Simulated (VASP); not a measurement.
# GaP (F-43m) in VASP: a series of runs, part 2 of 2

VASP 6.6.1. The steps go on from the part before.

## (5) Single point, PBE

INCAR reads:

```
ALGO = Fast
EDIFF = 1E-6
ENCUT = 520
GGA = PE
ISIF = 2
ISMEAR = 0
LASPH = T
LCHARG = T
LELF = T
LREAL = F
LVHAR = T
LWAVE = F
NBANDS = 16
NELM = 100
PREC = Accurate
SIGMA = 0.1
```

KPOINTS reads:

```
k-points
0
Gamma
  4 4 4
```

POSCAR reads:

```
GaP
1.0
    0.0000000000      2.7258124945      2.7258124945
    2.7258124945      0.0000000000      2.7258124945
    2.7258124945      2.7258124945      0.0000000000
Ga P
1 1
Direct
    0.0000000000      0.0000000000      0.0000000000
    0.2500000000      0.2500000000      0.2500000000
```

Potentials or basis: VASP PAW PBE potentials, release 64 (Ga_d, P).

Launch:

```console
> cat potpaw_PBE.64/Ga_d/POTCAR potpaw_PBE.64/P/POTCAR > POTCAR
> mpirun -np 1 vasp_std > vasp.out
```

OUTCAR:

```text
EDIFF = 1E-6
   ENCUT = 520
   GGA = PE
   ISIF = 2
   ISMEAR = 0
   LASPH = T
   LREAL = F
   NELM = 100
   PREC = Accurate

 ion  position               nearest neighbor table
   1  0.000  0.000  0.000-   2 2.36   2 2.36   2 2.36   2 2.36
   2  0.250  0.250  0.250-   1 2.36   1 2.36   1 2.36   1 2.36

  LATTYP: Found a face centered cubic cell.
 ALAT       =     5.4516249890

  Lattice vectors:

 A1 = (   0.0000000000,   2.7258124945,   2.7258124945)
 A2 = (   2.7258124945,   0.0000000000,   2.7258124945)
 A3 = (   2.7258124945,   2.7258124945,   0.0000000000)

Analysis of symmetry for initial positions (statically):
=====================================================================
 Subroutine PRICEL returns:
 Original cell was already a primitive cell.

 Routine SETGRP: Setting up the symmetry group for a
 face centered cubic supercell.

 Subroutine GETGRP returns: Found 24 space group operations
 (whereof 24 operations were pure point group operations)
 out of a pool of 48 trial point group operations.

The static configuration has the point symmetry T_d .

Analysis of symmetry for dynamics (positions and initial velocities):
=====================================================================
 Subroutine PRICEL returns:
 Original cell was already a primitive cell.

 Routine SETGRP: Setting up the symmetry group for a
 face centered cubic supercell.

 Subroutine GETGRP returns: Found 24 space group operations
 (whereof 24 operations were pure point group operations)
 out of a pool of 48 trial point group operations.

The dynamic configuration has the point symmetry T_d .

 Subroutine INISYM returns: Found 24 space group operations
 (whereof 24 operations are pure point group operations),
 and found     1 'primitive' translations

----------------------------------------------------------------------------------------

                                     Primitive cell

  volume of cell :      40.5059

  direct lattice vectors                    reciprocal lattice vectors
     0.000000000  2.725812494  2.725812494    -0.183431546  0.183431546  0.183431546
     2.725812494  0.000000000  2.725812494     0.183431546 -0.183431546  0.183431546
     2.725812494  2.725812494  0.000000000     0.183431546  0.183431546 -0.183431546

  length of vectors
     3.854880998  3.854880998  3.854880998     0.317712757  0.317712757  0.317712757

  position of ions in fractional coordinates (direct lattice)
     0.000000000  0.000000000  0.000000000
     0.250000000  0.250000000  0.250000000

  ion indices of the primitive-cell ions
   primitive index   ion index
                 1           1
                 2           2

----------------------------------------------------------------------------------------

 KPOINTS: k-points

Automatic generation of k-mesh.
 Grid dimensions read from file:
 generate k-points for:    4    4    4

 Generating k-lattice:

  Cartesian coordinates                     Fractional coordinates (reciprocal lattice)
    -0.045857887  0.045857887  0.045857887     0.250000000  0.000000000  0.000000000
     0.045857887 -0.045857887  0.045857887     0.000000000  0.250000000  0.000000000
     0.045857887  0.045857887 -0.045857887     0.000000000  0.000000000  0.250000000

  Length of vectors
     0.079428189  0.079428189  0.079428189

  Shift w.r.t. Gamma in fractional coordinates (k-lattice)
     0.000000000  0.000000000  0.000000000

 Subroutine IBZKPT returns following result:
 ===========================================

 Found      8 irreducible k-points:

 Following reciprocal coordinates:
            Coordinates               Weight
  0.000000  0.000000  0.000000      1.000000
  0.250000  0.000000  0.000000      8.000000
  0.500000  0.000000  0.000000      4.000000
  0.250000  0.250000  0.000000      6.000000
  0.500000  0.250000  0.000000     24.000000
 -0.250000  0.250000  0.000000     12.000000
  0.500000  0.500000  0.000000      3.000000
 -0.250000  0.500000  0.250000      6.000000
   k-points           NKPTS =      8   k-points in BZ     NKDIM =      8   number of bands    NBANDS=     16
   number of dos      NEDOS =    301   number of ions     NIONS =      2
   total plane-waves  NPLWV =  27000
   dimension x,y,z NGX =    30 NGY =   30 NGZ =   30
   dimension x,y,z NGXF=    60 NGYF=   60 NGZF=   60
   ions per type =               1   1
   NGX,Y,Z   is equivalent  to a cutoff of  12.94, 12.94, 12.94 a.u.
   NGXF,Y,Z  is equivalent  to a cutoff of  25.88, 25.88, 25.88 a.u.
 SYSTEM =  unknown system
   PREC   = accura    normal or accurate (medium, high low for compatibility)
   ISTART =      0    job   : 0-new  1-cont  2-samecut
   ICHARG =      2    charge: 1-file 2-atom 10-const
   ISPIN  =      1    spin polarized calculation?
   LNONCOLLINEAR =      F non collinear calculations
   LSORBIT =      F    spin-orbit coupling
   LASPH  =      T    aspherical Exc in radial PAW
   ENCUT  =  520.0 eV  38.22 Ry    6.18 a.u.   7.17  7.17  7.17*2*pi/ulx,y,z
   NELM   =    100;   NELMIN=  2; NELMDL= -5     # of ELM steps
   EDIFF  = 0.1E-05   stopping-criterion for ELM
   LREAL  =      F    real-space projection
   EDIFFG = 0.1E-04   stopping-criterion for IOM
   NSW    =      0    number of steps for IOM
   IBRION =     -1    ionic relax: 0-MD 1-quasi-New 2-CG
   NFREE  =      0    steps in history (QN), initial steepest desc. (CG)
   ISIF   =      2    stress and relaxation
   ISYM   =      2    0-nonsym 1-usesym 2-fastsym
   POTIM  = 0.5000    time-step for ionic-motion
   TEBEG  =    0.0;   TEEND  =   0.0 temperature during run
   PSTRESS=    0.0 pullay stress
   NELECT =      18.0000    total number of electrons
   NUPDOWN=      -1.0000    fix difference up-down
   EMIN   =  10.00;   EMAX   =-10.00  energy-range for DOS
   EFERMI =   0.00;   METHOD = LEGACY
   ISMEAR =     0;   SIGMA  =   0.10  broadening in eV -4-tet -1-fermi 0-gaus
   EFERMI_NEDOS =   21; number of points for ismear=-14 and -15
   IALGO  =     68    algorithm
   IMIX   =      4    mixing-type and parameters
     AMIX     =   0.40;   BMIX     =  1.00
     AMIX_MAG =   1.60;   BMIX_MAG =  1.00
  volume/ion in A,a.u.               =      20.25       136.67
  Fermi-wavevector in a.u.,A,eV,Ry     =   1.249280  2.360796 21.234610  1.560700
  Thomas-Fermi vector in A             =   2.383328
   LORBIT       =      0    0 simple, 1 ext, 2 COOP (PROOUT), +10 PAW based schemes
   GGA     = PE    functional components
   LHFCALC =     F    Hartree Fock is set to
   AEXX    =    0.0000 exact exchange contribution
   IVDW    =     0    specifies the selected vdW correction
   LEPSILON=     F    determine dielectric tensor
   LRPA    =     F    only Hartree local field effects (RPA)
 non-spin polarized calculation
 RMM-DIIS sequential band-by-band and
 Gauss-broadening in eV      SIGMA  =   0.10
  energy-cutoff  :      520.00
  volume of cell :       40.51
 maximum number of plane-waves:      1106
 NGX is ok and might be reduce to    30
   NGX = 15   NGY = 15   NGZ = 15

 number of electron      17.9999989 magnetization

 Free energy of the ion-electron system (eV)
  ---------------------------------------------------
  ext. energy  EPLUGINS =         0.00000000
  ---------------------------------------------------
  free energy    TOTEN  =        -8.97652750 eV

  energy without entropy =       -8.97652750  energy(sigma->0) =       -8.97652750

 E-fermi :   5.1395     XC(G=0):  -9.8079

 val. band max:        4.6933161693   @ k =   0.0000   0.0000   0.0000
 cond. band min:       6.3223238002   @ k =   0.5000   0.5000   0.0000
 fundamental gap:      1.6290076310
 Fermi energy:         5.1395480941

 k-point     1 :       0.0000    0.0000    0.0000
  band No.  band energies     occupation
      1      -9.9045      2.00000
      2      -9.9045      2.00000
      3      -9.9045      2.00000
      4      -9.8064      2.00000
      5      -9.8064      2.00000
      6      -7.8024      2.00000
[... 8 lines left out ...]
     15      14.4550      0.00000
     16      14.4550      0.00000
[... 115 lines left out ...]
 k-point     8 :      -0.2500    0.5000    0.2500
  band No.  band energies     occupation
      1     -10.0003      2.00000
      2      -9.8664      2.00000
      3      -9.8452      2.00000
      4      -9.8214      2.00000
      5      -9.7976      2.00000
      6      -4.7351      2.00000
[... 8 lines left out ...]
     15      16.5744      0.00000
     16      18.4156      0.00000

------------------------ aborting loop because EDIFF is reached ----------------------------------------

  FORCE on cell =-STRESS in cart. coord.  units (eV):
  Direction    XX          YY          ZZ          XY          YZ          ZX
  --------------------------------------------------------------------------------------
  -------------------------------------------------------------------------------------
  Total        0.6946282      0.6946282      0.6946282     -0.0000000      0.0000000     -0.0000000
  in kB       27.4754647     27.4754647     27.4754647     -0.0000000      0.0000000     -0.0000000
  external PRESSURE =      27.4754647 kB  Pullay stress =       0.0000000 kB

 VOLUME and BASIS-vectors are now :
 -----------------------------------------------------------------------------
  energy-cutoff  :      520.00
  volume of cell :       40.51
      direct lattice vectors                 reciprocal lattice vectors
     0.000000000  2.725812494  2.725812494    -0.183431546  0.183431546  0.183431546
     2.725812494  0.000000000  2.725812494     0.183431546 -0.183431546  0.183431546
     2.725812494  2.725812494  0.000000000     0.183431546  0.183431546 -0.183431546

 POSITION                                       TOTAL-FORCE (eV/Angst)
 -----------------------------------------------------------------------------------
      0.00000      0.00000      0.00000        -0.000000     -0.000000     -0.000000
      1.36291      1.36291      1.36291         0.000000      0.000000      0.000000
 -----------------------------------------------------------------------------------
    total drift:                                0.000002      0.000002      0.000002

  FREE ENERGIE OF THE ION-ELECTRON SYSTEM (eV)
  ---------------------------------------------------
  free  energy   TOTEN  =        -8.9765274989 eV

  energy  without entropy=       -8.9765274989  energy(sigma->0) =       -8.97652750
```

stdout:

```text
POSCAR found type information on POSCAR GaP
 POSCAR found :  2 types and       2 ions
 scaLAPACK will be used
 LDA part: xc-table for (Slater+PW92), standard interpolation
 POSCAR, INCAR and KPOINTS ok, starting setup
 FFT: planning ... GRIDC
 FFT: planning ... GRID_SOFT
 FFT: planning ... GRID
 WAVECAR not read
 entering main loop
```

Run time: 14 s. Hardware: 1 thread of AMD EPYC 7R13 (Zen 3), shared host; peak memory 0.12 GiB.

What came out:

| Item | Value |
| --- | --- |
| Free energy | -8.9765 eV |
| Pressure | 2.7 GPa |
| Band gap on the k mesh | 1.63 eV, indirect (least direct gap 1.81 eV) |

Levels at points of the mesh, in eV from the valence-band top:
```csv
k point,band 6,band 7,band 8,band 9,band 10,band 11,band 12,band 13
"(0.00, 0.00, 0.00)",-12.50,0.00,0.00,0.00,1.81,3.86,3.86,3.86
"(0.50, 0.00, 0.00)",-10.43,-6.65,-1.12,-1.12,1.65,4.69,4.69,8.27
"(0.50, 0.50, 0.00)",-9.52,-6.78,-2.69,-2.69,1.63,1.80,10.57,10.57
```

Caveat: the k mesh is coarse (spacing up to 0.50 Å⁻¹), so the values aren't converged. A k mesh can miss the band edges.
